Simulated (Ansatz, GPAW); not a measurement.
Given: the input of a run of Ansatz 0.2.0 on V. 

The input input.yaml:

```yaml
crystal:
  lattice:
    - [-1.51435, 1.51435, 1.51435]
    - [1.51435, -1.51435, 1.51435]
    - [1.51435, 1.51435, -1.51435]
  atoms:
    - { symbol: V, position: [0.0, 0.0, 0.0], spin: 2.0 }
kpoints:
  mp_grid: { grid: [12, 12, 12] }
scf:
  occupations: { method: gaussian, width: 0.016 }
hamiltonian:
  xc: pbe
  pseudopotentials: { kind: all_electron, lapw: { basis_error: 0.001 } }
magnetization:
  spin_polarized: true
output:
  forces: true
  stress: true
  eigenvalues: true
```

Potentials or basis: all-electron LAPW, scalar-relativistic.

Launch:

```sh
$ ansatz run input.yaml --threads 2 --pin off --max-ram 6144MiB --backend cpu --events-out ev --progress --plain --runs-dir out
```

Translate it to GPAW 26.7.0 (ASE script). Potentials or basis there: GPAW PAW data sets (gpaw-data 1.2.1), cutoff 600 eV.

As run (cutoffs and basis follow the program's own potentials, and thresholds, step limits or extra output files can differ):

File run.py:

```python
from ase.dft.bandgap import bandgap
from ase.io import read, write
from ase.units import GPa
from gpaw import GPAW, PW

atoms = read('V.xyz')
atoms.set_initial_magnetic_moments([2.0])

calc = GPAW(mode=PW(600),
            xc='PBE',
            kpts={'size': (12, 12, 12), 'gamma': True},
            occupations={'name': 'methfessel-paxton', 'order': 0, 'width': 0.016},
            nbands=15,
            convergence={'density': 1e-05, 'energy': 1e-05},
            maxiter=150,
            txt='gpaw.txt')
atoms.calc = calc
energy = atoms.get_potential_energy()
forces = atoms.get_forces()
stress = atoms.get_stress()
calc.write('gs.gpw')
write('result.traj', atoms)
print(f'Energy: {energy:.6f} eV')
print('Forces (eV/A):')
print(forces.round(4))
print('Stress (GPa):', (stress / GPa).round(3))
print('Moments:', calc.get_magnetic_moments().round(3))
print('Fermi level:', round(calc.get_fermi_level(), 4), 'eV')
print(f'Gap: {bandgap(calc)[0]:.4f} eV, direct: {bandgap(calc, direct=True)[0]:.4f} eV')
```

The input V.xyz:

```xyz
1
Lattice="-1.5143500000 1.5143500000 1.5143500000 1.5143500000 -1.5143500000 1.5143500000 1.5143500000 1.5143500000 -1.5143500000" Properties=species:S:1:pos:R:3 pbc="T T T"
V      0.0000000000      0.0000000000      0.0000000000
```

Potentials or basis: GPAW PAW data sets (gpaw-data 1.2.1), pw.

The run is started by

```sh
$ OMP_NUM_THREADS=1 python run.py
```

Both were run:

|  | Ansatz | GPAW |
| --- | --- | --- |
| Pressure | -5.3 GPa | -4.2 GPa |
| Net moment | 0.12 μB per cell | 0.11 μB per cell |

Where Ansatz's input types no cutoff or centring, it takes its own default and a Γ-centred mesh.

The magnetic state is the one that the start led to; the real crystal's order can differ.

Pressure is positive in compression.
